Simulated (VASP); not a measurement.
# PtS2 (P-3m1) in VASP: further runs, part 2 of 2

VASP 6.6.1.

## (3) Dielectric tensor, PBE

File INCAR:

```
  PREC = Accurate
  ENCUT = 400
  EDIFF = 1E-8
  ISMEAR = 0
  SIGMA = 0.01
  LREAL = F
  LASPH = T
  NELM = 100
  ALGO = Normal
  ISIF = 2
  LWAVE = F
  LCHARG = F
  GGA = PE
  LEPSILON = T
```

File KPOINTS:

```
regular mesh
0
Gamma
  10 10 6
```

File POSCAR:

```
PtS2
1.0
    3.5432000000      0.0000000000      0.0000000000
   -1.7716000000      3.0685012107      0.0000000000
    0.0000000000      0.0000000000      5.0388000000
Pt S
1 2
Direct
    0.0000000000      0.0000000000      0.0000000000
    0.6666666667      0.3333333333      0.7730000000
    0.3333333333      0.6666666667      0.2270000000
```

Potentials or basis: VASP PAW PBE potentials, release 64 (Pt, S).

Run with:

```
> cat potpaw_PBE.64/Pt/POTCAR potpaw_PBE.64/S/POTCAR > POTCAR
> mpirun -np 1 vasp_std > vasp.out
```

OUTCAR:

```text
PREC = Accurate
   ENCUT = 400
   EDIFF = 1E-8
   ISMEAR = 0
   LREAL = F
   LASPH = T
   NELM = 100
   ISIF = 2
   GGA = PE
   LEPSILON = T

 Found     72 irreducible k-points:

 Following reciprocal coordinates:
            Coordinates               Weight
  0.000000  0.000000  0.000000      1.000000
  0.100000  0.000000  0.000000      6.000000
  0.200000  0.000000  0.000000      6.000000
  0.300000  0.000000  0.000000      6.000000
  0.400000  0.000000  0.000000      6.000000
  0.500000  0.000000  0.000000      3.000000
   k-points           NKPTS =     72   k-points in BZ     NKDIM =     72   number of bands    NBANDS=     15
   number of dos      NEDOS =    301   number of ions     NIONS =      3
   total plane-waves  NPLWV =  20736
   dimension x,y,z NGX =    24 NGY =   24 NGZ =   36
   dimension x,y,z NGXF=    48 NGYF=   48 NGZF=   72
   ions per type =               1   2
[... 250 lines left out ...]
          18.368058     0.000000     0.000000
           0.000000    18.368058     0.000000
           0.000000     0.000000     9.216158
 ------------------------------------------------------

 PIEZOELECTRIC TENSOR (including local field effects)  for field in x, y, z        (e  Angst)
          XX          YY          ZZ          XY          YZ          ZX
  --------------------------------------------------------------------------------
  x     0.00000     0.00000     0.00000     0.00000     0.00000     0.00000
  y     0.00000     0.00000     0.00000     0.00000     0.00000     0.00000
  z     0.00000     0.00000     0.00000     0.00000     0.00000     0.00000

 PIEZOELECTRIC TENSOR (including local field effects)  for field in x, y, z        (C/m^2)
          XX          YY          ZZ          XY          YZ          ZX
  --------------------------------------------------------------------------------
  x     0.00000     0.00000     0.00000     0.00000     0.00000     0.00000
  y     0.00000     0.00000     0.00000     0.00000     0.00000     0.00000
  z     0.00000     0.00000     0.00000     0.00000     0.00000     0.00000

 BORN EFFECTIVE CHARGES (including local field effects) (in |e|, cummulative output)
 ---------------------------------------------------------------------------------
 ion    1
    1     2.93072     0.00000     0.00000
    2     0.00000     2.93072     0.00000
    3     0.00000     0.00000    -0.58823
 ion    2
    1    -1.46536     0.00000     0.00000
    2     0.00000    -1.46536     0.00000
    3     0.00000     0.00000     0.29412
 ion    3
    1    -1.46536     0.00000     0.00000
    2     0.00000    -1.46536     0.00000
    3     0.00000    -0.00000     0.29412
```

OSZICAR:

```text
N       E                     dE             d eps       ncg     rms          rms(c)
DAV:   1     0.998138876992E+02    0.99814E+02   -0.91456E+03  2288   0.105E+03
DAV:   2    -0.124869553401E+02   -0.11230E+03   -0.10957E+03  2783   0.225E+02
DAV:   3    -0.166222406255E+02   -0.41353E+01   -0.41208E+01  2762   0.476E+01
[... 12 lines left out ...]
RMM:  10    -0.130588384823E+01    0.26156E-04   -0.23403E-05  3748   0.198E-03    0.954E-04
RMM:  11    -0.130588873448E+01   -0.48862E-05    0.25057E-06  3677   0.767E-04    0.457E-04
RMM:  12    -0.130590376795E+01   -0.15033E-04    0.10628E-06  3535   0.572E-04    0.137E-04
RMM:  13    -0.130590113518E+01    0.26328E-05   -0.13198E-07  2810   0.142E-04    0.344E-05
RMM:  14    -0.130590152575E+01   -0.39057E-06   -0.12165E-07  1767   0.994E-05    0.122E-05
RMM:  15    -0.130590140231E+01    0.12344E-06   -0.10263E-07  1224   0.891E-05    0.286E-06
```

Run time: 3.1 min. Hardware: 1 thread of Intel Xeon Platinum 8559C (Emerald Rapids), shared host; peak memory 0.36 GiB.

The run converged, but some of its settings lie outside the range that counts as converged, so its numbers aren't taken as properties of the crystal.

What came out:

| Quantity | Value |
| --- | --- |
| Band gap on the k mesh | 0.79 eV, indirect (least direct gap 1.20 eV) |
| Electronic dielectric tensor (diagonal) | 18.37, 18.37, 9.22 |
| Born charges (mean of the diagonal) | Pt +1.76; S -0.88 e |

Caveat: spin-orbit coupling is left out, which moves the levels of the heavy elements.

## (4) Dielectric tensor, PBE

INCAR, as its differences from that of step 3:

```diff
@@ -1,3 +1,3 @@
   PREC = Accurate
-  ENCUT = 400
+  ENCUT = 460
   EDIFF = 1E-8
```

KPOINTS is that of step 3.

POSCAR is that of step 3.

Potentials or basis: VASP PAW PBE potentials, release 64 (Pt, S).

Run with:

```
> cat potpaw_PBE.64/Pt/POTCAR potpaw_PBE.64/S/POTCAR > POTCAR
> mpirun -np 1 vasp_std > vasp.out
```

OUTCAR:

```text
PREC = Accurate
   ENCUT = 460
   EDIFF = 1E-8
   ISMEAR = 0
   LREAL = F
   LASPH = T
   NELM = 100
   ISIF = 2
   GGA = PE
   LEPSILON = T

 Found     72 irreducible k-points:

 Following reciprocal coordinates:
            Coordinates               Weight
  0.000000  0.000000  0.000000      1.000000
  0.100000  0.000000  0.000000      6.000000
  0.200000  0.000000  0.000000      6.000000
  0.300000  0.000000  0.000000      6.000000
  0.400000  0.000000  0.000000      6.000000
  0.500000  0.000000  0.000000      3.000000
   k-points           NKPTS =     72   k-points in BZ     NKDIM =     72   number of bands    NBANDS=     15
   number of dos      NEDOS =    301   number of ions     NIONS =      3
   total plane-waves  NPLWV =  28224
   dimension x,y,z NGX =    28 NGY =   28 NGZ =   36
   dimension x,y,z NGXF=    56 NGYF=   56 NGZF=   72
   ions per type =               1   2
[... 250 lines left out ...]
          18.366045     0.000000     0.000000
           0.000000    18.366045     0.000000
           0.000000    -0.000000     9.215014
 ------------------------------------------------------

 PIEZOELECTRIC TENSOR (including local field effects)  for field in x, y, z        (e  Angst)
          XX          YY          ZZ          XY          YZ          ZX
  --------------------------------------------------------------------------------
  x     0.00000     0.00000     0.00000     0.00000     0.00000     0.00000
  y     0.00000     0.00000     0.00000     0.00000     0.00000     0.00000
  z     0.00000     0.00000     0.00000     0.00000     0.00000     0.00000

 PIEZOELECTRIC TENSOR (including local field effects)  for field in x, y, z        (C/m^2)
          XX          YY          ZZ          XY          YZ          ZX
  --------------------------------------------------------------------------------
  x     0.00000     0.00000     0.00000     0.00000     0.00000     0.00000
  y     0.00000     0.00000     0.00000     0.00000     0.00000     0.00000
  z     0.00000     0.00000     0.00000     0.00000     0.00000     0.00000

 BORN EFFECTIVE CHARGES (including local field effects) (in |e|, cummulative output)
 ---------------------------------------------------------------------------------
 ion    1
    1     2.93038     0.00000     0.00000
    2     0.00000     2.93038     0.00000
    3     0.00000     0.00000    -0.58848
 ion    2
    1    -1.46519     0.00000     0.00000
    2     0.00000    -1.46519     0.00000
    3     0.00000    -0.00000     0.29424
 ion    3
    1    -1.46519     0.00000     0.00000
    2     0.00000    -1.46519     0.00000
    3     0.00000    -0.00000     0.29424
```

OSZICAR:

```text
N       E                     dE             d eps       ncg     rms          rms(c)
DAV:   1     0.109626269160E+03    0.10963E+03   -0.99192E+03  2232   0.118E+03
[... 12 lines left out ...]
RMM:   8    -0.130576992457E+01    0.11920E-04   -0.88972E-06  3607   0.195E-02    0.104E-02
RMM:   9    -0.130620237280E+01   -0.43245E-03   -0.86550E-06  3562   0.984E-03    0.245E-03
RMM:  10    -0.130618072476E+01    0.21648E-04   -0.17705E-05  3752   0.201E-03    0.975E-04
RMM:  11    -0.130618476056E+01   -0.40358E-05    0.64982E-06  3673   0.770E-04    0.465E-04
RMM:  12    -0.130619986925E+01   -0.15109E-04    0.26590E-06  3526   0.581E-04    0.132E-04
RMM:  13    -0.130619731880E+01    0.25505E-05   -0.32855E-07  2791   0.143E-04    0.341E-05
RMM:  14    -0.130619778360E+01   -0.46480E-06    0.12384E-07  1834   0.103E-04    0.116E-05
RMM:  15    -0.130619764840E+01    0.13520E-06   -0.41051E-08  1081   0.880E-05    0.292E-06
```

Wall time 5.4 min (1 thread of Intel Xeon Platinum 8559C (Emerald Rapids), shared host); peak memory 0.43 GiB.

These settings aren't checked as converged: the numbers below hold their error.

Results:

```yaml
Band_gap_on_the_k_mesh: 0.79 eV, indirect (least direct gap 1.20 eV)
Electronic_dielectric_tensor_diagonal: 18.37, 18.37, 9.22
Born_charges_mean_of_the_diagonal: Pt +1.76; S -0.88 e
```

Caveat: spin-orbit coupling is left out, which moves the levels of the heavy elements.

## (5) For comparison

An earlier run on the cell as given: functional PBEsol; potentials or basis VASP PAW PBE potentials, release 64 (Pt, S); cutoff 520 eV; k mesh 9 × 9 × 5; occupations fermi-dirac, width 0.05 eV; no spin polarisation.

- Pressure: 6.1 GPa
- Largest force: 0.930 eV/Å
- Band gap on the k mesh: 0.96 eV, indirect (least direct gap 1.00 eV)
